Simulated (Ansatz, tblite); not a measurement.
## A script for HfO2 (GFN1-xTB)

These are simulated results from tblite 0.8.0, not measurements. The cell was built from a prototype and was relaxed with r2SCAN in plane waves (Ansatz 0.2.0). It may be hypothetical. It is a single sheet, repeated along a and b, with vacuum along c. All runs are without spin polarisation.

In-plane lattice: a = 3.232 Å, b = 3.232 Å, γ = 120.0°; thickness between the outer nuclei 1.92 Å. Around Hf lie 6 O at 2.10 Å; around O lie 3 Hf at 2.10 Å.

tblite solves periodic systems at the zone centre alone, so the script builds a cluster of 3×3×1 conventional cells (27 atoms), which folds in a coarse mesh of k points.

Input script:

```python
import json
from ase import Atoms
from ase.build import make_supercell
from ase.units import Bohr, GPa, Hartree
from tblite.interface import Calculator

atoms = Atoms(['Hf', 'O', 'O'],
              cell=[[3.232128, 0.0, -0.0], [-1.616064, 2.799105, 0.0], [-0.0, 0.0, 29.276002]],
              scaled_positions=[[-0.0, -0.0, 0.307419], [0.333333, 0.666667, 0.340197], [0.666667, 0.333333, 0.274641]],
              pbc=True)
cluster = make_supercell(atoms, [[3, 0, 0], [0, 3, 0], [0, 0, 1]])
calc = Calculator('GFN1-xTB', cluster.numbers, cluster.positions / Bohr, lattice=cluster.cell[:] / Bohr, periodic=cluster.pbc)
calc.set('temperature', 0.02 / Hartree)
calc.set('max-iter', 150)
res = calc.singlepoint()
levels = res.get('orbital-energies') * Hartree
nv = round(res.get('orbital-occupations').sum() / 2)
cells = len(cluster) // len(atoms)
out = {'energy_per_cell': res.get('energy') * Hartree / cells, 'homo': levels[nv - 1], 'lumo': levels[nv],
       'stress': (-res.get('virial') * Hartree / cluster.get_volume() / GPa).tolist(), 'charges': res.get('charges')[:len(atoms)].tolist(), 'electrons': 2 * nv / cells}
json.dump(out, open('results.json', 'w'))
for key, value in out.items():
    print(key, value)
```

Command: `python run.py`. It took 0.67 s on 1 thread of Arm Neoverse V2, on a shared host, peak memory 0.096 GiB.

What it printed:

```
------------------------------------------------------------
  cycle        total energy    energy error   density error
------------------------------------------------------------
      1     -83.16064174026  -8.3265212E+01   1.4778383E+00
      2     -96.21719787649  -1.3056556E+01   5.2390814E-01
      3     -96.16001538275   5.7182494E-02   2.7082662E-01
      4     -95.17717844252   9.8283694E-01   3.1393886E-01
      5     -96.23905010196  -1.0618717E+00   5.4485321E-03
      6     -96.23122461366   7.8254883E-03   2.9237417E-02
      7     -96.23615906524  -4.9344516E-03   1.7432738E-02
      8     -96.23902589567  -2.8668304E-03   1.8282702E-03
      9     -96.23897558099   5.0314685E-05   2.9051187E-03
     10     -96.23900463750  -2.9056508E-05   2.2806059E-03
     11     -96.23905156248  -4.6924981E-05   2.2736101E-04
     12     -96.23905205609  -4.9361660E-07   6.2656068E-05
     13     -96.23905207427  -1.8171789E-08   4.2383012E-05
     14     -96.23905208927  -1.5007728E-08   1.0212332E-05
------------------------------------------------------------

 total:                                   0.207 sec
energy_per_cell -290.97755522448756
homo -12.60863574531859
lumo -9.695310727776146
stress [[-1.308428183399934, -9.777434199777984e-05, 1.0324268785670563e-05], [-9.777434199799712e-05, -1.3085413332917573, -5.929887119682694e-06], [1.032426878570204e-05, -5.929887119695535e-06, -0.008457270381267487]]
charges [1.4522441402597124, -0.7261225737952244, -0.7261225737952386]
electrons 16.0
```

The cycle table is in hartree for the whole cluster, and the lines after it are in eV (the energy for one cell). The printed stress is in GPa and positive in compression, and the pressure is its mean diagonal, here averaged over the vacuum too.

GFN1-xTB gives a gap of 2.91 eV. On the same cell, plane-wave PBE (Ansatz, 12×12×1 k points and the special points) gives a gap of 4.93 eV and r2SCAN a gap of 5.47 eV; on shared hosts these took about 8.2 and 21 core-seconds on the 3-atom cell, against 0.67 for the script. Spin-orbit coupling, left out in all these runs, can cut or reorder the gap by tenths of an eV, up to about 1 eV with Pb or Bi. xTB was fitted to molecules, so gaps, charges and pressures of solids can be far off, and the gap also depends on the size of the cluster.

xTB was fitted mostly to molecules, and a small cluster samples few k points, so gaps, pressures and kinks along a curve can be far from a solid's.

No spin-orbit coupling is included; it can move band edges with weight on the heavy atoms by tenths of an eV.
